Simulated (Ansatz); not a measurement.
# RbBr: the cost of one run

Method: DFT PBE, scalar-relativistic, plane waves, PAW, in Ansatz 0.2.0.

## Step 1: Starting point

Symmetry: Fm-3m, No. 225, cubic system. The conventional cell has a = 6.912 Å, b = 6.912 Å, c = 6.912 Å, α = 90.00°, β = 90.00°, γ = 90.00°. Rb (site symmetry m-3m) has 6 Br at 3.46 Å as nearest neighbours. Around Br (site symmetry m-3m) lie 6 Rb at 3.46 Å.

Structure file:

```cif
data_structure
_symmetry_space_group_name_H-M 'Fm-3m'
_symmetry_Int_Tables_number 225
_cell_length_a 6.9119
_cell_length_b 6.9119
_cell_length_c 6.9119
_cell_angle_alpha 90.000
_cell_angle_beta 90.000
_cell_angle_gamma 90.000
_cell_volume 330.21
loop_
_atom_site_label
_atom_site_type_symbol
_atom_site_symmetry_multiplicity
_atom_site_Wyckoff_symbol
_atom_site_fract_x
_atom_site_fract_y
_atom_site_fract_z
_atom_site_occupancy
Rb1 Rb 4 a 0.00000 0.00000 0.00000 1
Br1 Br 4 b 0.50000 0.00000 0.00000 1
```

This is candidate A: structure listed in a database for this formula (Fm-3m, No. 225).

(A quick probe on a coarse mesh, which set the mesh and smearing, is not shown.)

## Step 3: Relaxing cell and atoms (candidate A)

The input, input.yaml:

```yaml
crystal:
  lattice:
    - [0.0, 3.4559503595, 3.4559503595]
    - [3.4559503595, 0.0, 3.4559503595]
    - [3.4559503595, 3.4559503595, 0.0]
  atoms:
    - { symbol: Rb, position: [0.0, 0.0, 0.0] }
    - { symbol: Br, position: [0.5, 0.5, 0.5] }
basis:
  ecutwfc: 420
kpoints:
  mp_grid: { grid: [6, 6, 6] }
hamiltonian:
  xc: pbe
scf:
  occupations: { method: gaussian, width: 0.02 }
output:
  forces: true
  stress: true
  eigenvalues: true
relax:
  adjacent_minimum: "off"
  f_tol: 0.01
  max_steps: 80
  cell: { stress_tol: 0.05 }
```

Run with:

```sh
> ansatz run input.yaml --threads 1 --pin off --max-ram 2560MiB --backend cpu --events-out ev --progress --plain --runs-dir out
```

Q: Estimate wall time and peak memory on 1 thread of Arm Neoverse V2, shared host.

About 5 s, with a peak of 0.31 GiB.
